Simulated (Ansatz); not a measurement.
# Molecular dynamics of Li

Input:

```yaml
accuracy: low
crystal:
  lattice:
    - [7.094447, 0.0, 0.0]
    - [0.0, 7.094447, 0.0]
    - [0.0, 0.0, 7.094447]
  atoms:
    - { symbol: Li, position: [-0.03574017, -0.00797566, -0.04528263] }
    - { symbol: Li, position: [0.52658636, -0.19427728, -0.05172721] }
    - { symbol: Li, position: [0.14180143, 0.36832548, 0.17876338] }
    - { symbol: Li, position: [-0.09445664, -0.28214207, 0.62301029] }
    - { symbol: Li, position: [0.55042121, 0.11519854, 0.137591] }
    - { symbol: Li, position: [0.72652497, 0.45254783, -0.19251958] }
    - { symbol: Li, position: [0.07304731, -0.05619527, 0.27784932] }
    - { symbol: Li, position: [0.84351717, 0.20488499, 0.46013979] }
    - { symbol: Li, position: [0.06803994, 0.39915374, 0.55633227] }
    - { symbol: Li, position: [0.34005478, 0.55030966, 0.24311622] }
    - { symbol: Li, position: [0.32084268, 0.08694345, 0.77627856] }
    - { symbol: Li, position: [0.48874629, 0.27143648, 0.49921818] }
    - { symbol: Li, position: [0.80400121, 0.64057448, 0.13893593] }
    - { symbol: Li, position: [0.73945416, 0.11150642, 0.80673955] }
    - { symbol: Li, position: [0.14944616, 0.59676255, 0.88113277] }
    - { symbol: Li, position: [0.55219742, 0.67835953, 0.52366746] }
basis:
  ecutwfc: 420.0
kpoints:
  mp_grid: { grid: [2, 2, 2] }
hamiltonian:
  xc: pbe
scf:
  occupations: { method: fermi_dirac, width: 0.16 }
  lower_state_search: "off"
md:
  timestep: 1
  n_steps: 389
  ensemble: nvt_langevin
  temperature: 1440.0
  initial_velocities: maxwell_boltzmann
  seed: 116354
  friction: 0.02
  temperature_schedule:
    - { n_steps: 292, end_temperature: 300.0 }
    - { n_steps: 97, end_temperature: 300.0 }
```

Run as:

```bash
$ ansatz run input.yaml --threads 1 --pin off --max-ram 3072MiB --backend cpu --events-out ev --progress --plain --runs-dir out
```

It goes on from the last frame of an earlier run, with new velocities.

Output, in part (step lines):

```
md step     0: t =     0.00 fs  T =  1350.0 K (target 1440.0 K)  F+E_penalty+E_count = -3270.83435791 eV  E_kin = 2.792016 eV  (7 SCF iters)
md step     1: t =     1.00 fs  T =  1334.4 K (target 1438.0 K)  F+E_penalty+E_count = -3270.74886572 eV  E_kin = 2.759785 eV  (7 SCF iters)
md step     2: t =     2.00 fs  T =  1300.5 K (target 1434.1 K)  F+E_penalty+E_count = -3270.66992779 eV  E_kin = 2.689539 eV  (7 SCF iters)
md step     3: t =     3.00 fs  T =  1318.2 K (target 1430.2 K)  F+E_penalty+E_count = -3270.60490889 eV  E_kin = 2.726307 eV  (7 SCF iters)
md step     4: t =     4.00 fs  T =  1348.1 K (target 1426.3 K)  F+E_penalty+E_count = -3270.55793248 eV  E_kin = 2.788038 eV  (7 SCF iters)
md step     5: t =     5.00 fs  T =  1339.3 K (target 1422.4 K)  F+E_penalty+E_count = -3270.53072929 eV  E_kin = 2.769839 eV  (5 SCF iters)
md step     6: t =     6.00 fs  T =  1454.3 K (target 1418.5 K)  F+E_penalty+E_count = -3270.51814854 eV  E_kin = 3.007665 eV  (5 SCF iters)
md step     7: t =     7.00 fs  T =  1473.4 K (target 1414.6 K)  F+E_penalty+E_count = -3270.51376936 eV  E_kin = 3.047167 eV  (5 SCF iters)
[... lines left out ...]
md step   388: t =   388.00 fs  T =   292.1 K (target 300.0 K)  F+E_penalty+E_count = -3274.17865232 eV  E_kin = 0.604169 eV  (4 SCF iters)
md step   389: t =   389.00 fs  T =   264.4 K (target 300.0 K)  F+E_penalty+E_count = -3274.18816506 eV  E_kin = 0.546811 eV  (6 SCF iters)
```

The steps, from the saved trajectory:

```tsv
time (fs)	T (K)	potential energy less start (eV)
0.0	1350	0.000
13.0	1446	0.371
26.0	1330	0.661
39.0	1306	0.247
52.0	889	0.540
65.0	1412	-0.368
78.0	1337	-0.728
91.0	1401	-1.202
104.0	1328	-1.672
117.0	1157	-1.764
130.0	699	-1.334
143.0	950	-1.661
156.0	858	-2.056
169.0	717	-2.065
182.0	696	-2.003
195.0	597	-2.171
208.0	704	-2.090
221.0	769	-2.247
234.0	855	-2.476
247.0	751	-2.469
260.0	740	-2.284
273.0	658	-2.249
286.0	571	-2.544
299.0	575	-2.849
312.0	557	-2.914
325.0	368	-2.836
338.0	302	-2.857
351.0	318	-3.060
364.0	379	-3.198
377.0	293	-3.228
```

The run went to its last step. The schedule's set-point averaged 395 K over the second half and the system 559 K, so it lags behind the ramp. A run of 0.39 ps of so small a system gives no equilibrium averages. Limits of this set-up: coarse k mesh, low accuracy level.

Mean squared displacements from the first frame to the last, about the centre of mass: Li 0.87 Å².

Last frame:

```xyz
16
Lattice="7.0944 0.0000 0.0000 0.0000 7.0944 0.0000 0.0000 0.0000 7.0944" Properties=species:S:1:pos:R:3
Li 0.406 -1.395 -0.095
Li 4.521 -1.220 -0.482
Li 0.747 2.097 -0.010
Li 0.072 -1.679 3.977
Li 3.621 1.365 0.329
Li 5.499 3.590 -1.362
Li 2.019 -0.245 2.140
Li 6.141 0.252 1.921
Li 0.903 2.174 3.384
Li 2.880 4.054 1.153
Li 2.326 0.024 5.309
Li 3.813 1.866 3.392
Li 5.871 3.853 1.763
Li 6.274 0.688 5.287
Li 2.278 3.425 5.351
Li 4.079 5.397 3.805
```

The run took 20 min on 1 thread of Arm Neoverse V2 (shared host), peak memory 0.56 GiB.
